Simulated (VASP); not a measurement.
A run of VASP 6.6.1 is set up as follows.

INCAR

```
PREC = Accurate
ENCUT = 520
EDIFF = 1E-7
ISMEAR = 0
SIGMA = 0.1
LREAL = False
LASPH = True
NELM = 80
ALGO = Normal
ISIF = 2
LWAVE = False
LCHARG = False
GGA = PE
IVDW = 4
NBANDS = 17
```

File KPOINTS:

```
Automatic mesh
0
Gamma
  8 8 8
```

POSCAR

```
PbS
1.0
    0.0000000000      2.7531584167      2.7531584167
    2.7531584167      0.0000000000      2.7531584167
    2.7531584167      2.7531584167      0.0000000000
Pb S
1 1
Direct
    0.0000000000      0.0000000000      0.0000000000
    0.5000000000      0.5000000000      0.5000000000
```

Contents of KPOINTS_OPT:

```
path GXWKGLUWLK,UX
10
line-mode
reciprocal
 0.0000000000  0.0000000000  0.0000000000  G
 0.5000000000  0.0000000000  0.5000000000  X

 0.5000000000  0.0000000000  0.5000000000  X
 0.5000000000  0.2500000000  0.7500000000  W

 0.5000000000  0.2500000000  0.7500000000  W
 0.3750000000  0.3750000000  0.7500000000  K

 0.3750000000  0.3750000000  0.7500000000  K
 0.0000000000  0.0000000000  0.0000000000  G

 0.0000000000  0.0000000000  0.0000000000  G
 0.5000000000  0.5000000000  0.5000000000  L

 0.5000000000  0.5000000000  0.5000000000  L
 0.6250000000  0.2500000000  0.6250000000  U

 0.6250000000  0.2500000000  0.6250000000  U
 0.5000000000  0.2500000000  0.7500000000  W

 0.5000000000  0.2500000000  0.7500000000  W
 0.5000000000  0.5000000000  0.5000000000  L

 0.5000000000  0.5000000000  0.5000000000  L
 0.3750000000  0.3750000000  0.7500000000  K

 0.6250000000  0.2500000000  0.6250000000  U
 0.5000000000  0.0000000000  0.5000000000  X
```

Potentials or basis: VASP PAW PBE potentials, release 64 (Pb_d, S).

The run is started by

```console
$ cat potpaw_PBE.64/Pb_d/POTCAR potpaw_PBE.64/S/POTCAR > POTCAR
$ mpirun -np 1 vasp_std > vasp.out
```

Task: Estimate the dispersion energy per atom.

Result: -0.305 eV.

Task: Estimate the pressure.

Result: 20.9 GPa.

Task: Estimate the Hirshfeld charges.

Result: Pb +0.25; S -0.25 e.

Task: Predict the band gap along the path.

Result: 0.10 eV, direct.

Levels at the corners of the path, in eV from the valence-band top:
| point | band 8 | band 9 | band 10 | band 11 | band 12 | band 13 |
| --- | --- | --- | --- | --- | --- | --- |
| Γ | -3.28 | -3.28 | -3.28 | 6.03 | 6.03 | 6.03 |
| X | -7.22 | -4.95 | -4.95 | 2.90 | 6.48 | 6.72 |
| X | -7.22 | -4.95 | -4.95 | 2.90 | 6.48 | 6.72 |
| W | -6.22 | -6.22 | -1.31 | 2.14 | 4.60 | 4.60 |
| W | -6.22 | -6.22 | -1.31 | 2.14 | 4.60 | 4.60 |
| K | -6.67 | -4.26 | -3.24 | 3.23 | 4.52 | 5.47 |
| K | -6.67 | -4.26 | -3.24 | 3.23 | 4.52 | 5.47 |
| Γ | -3.28 | -3.28 | -3.28 | 6.03 | 6.03 | 6.03 |
| Γ | -3.28 | -3.28 | -3.28 | 6.03 | 6.03 | 6.03 |
| L | -2.64 | -2.64 | -0.19 | 0.57 | 1.45 | 1.45 |
| L | -2.64 | -2.64 | -0.19 | 0.57 | 1.45 | 1.45 |
| U | -6.67 | -4.26 | -3.24 | 3.23 | 4.52 | 5.47 |
| U | -6.67 | -4.26 | -3.24 | 3.23 | 4.52 | 5.47 |
| W | -6.22 | -6.22 | -1.31 | 2.14 | 4.60 | 4.60 |
| W | -6.22 | -6.22 | -1.31 | 2.14 | 4.60 | 4.60 |
| L | -2.64 | -2.64 | -0.19 | 0.57 | 1.45 | 1.45 |
| L | -2.64 | -2.64 | -0.19 | 0.57 | 1.45 | 1.45 |
| K | -6.67 | -4.26 | -3.24 | 3.23 | 4.52 | 5.47 |
| U | -6.67 | -4.26 | -3.24 | 3.23 | 4.52 | 5.47 |
| X | -7.22 | -4.95 | -4.95 | 2.90 | 6.48 | 6.72 |

Caveat: spin-orbit coupling is left out, which moves the levels of the heavy elements.
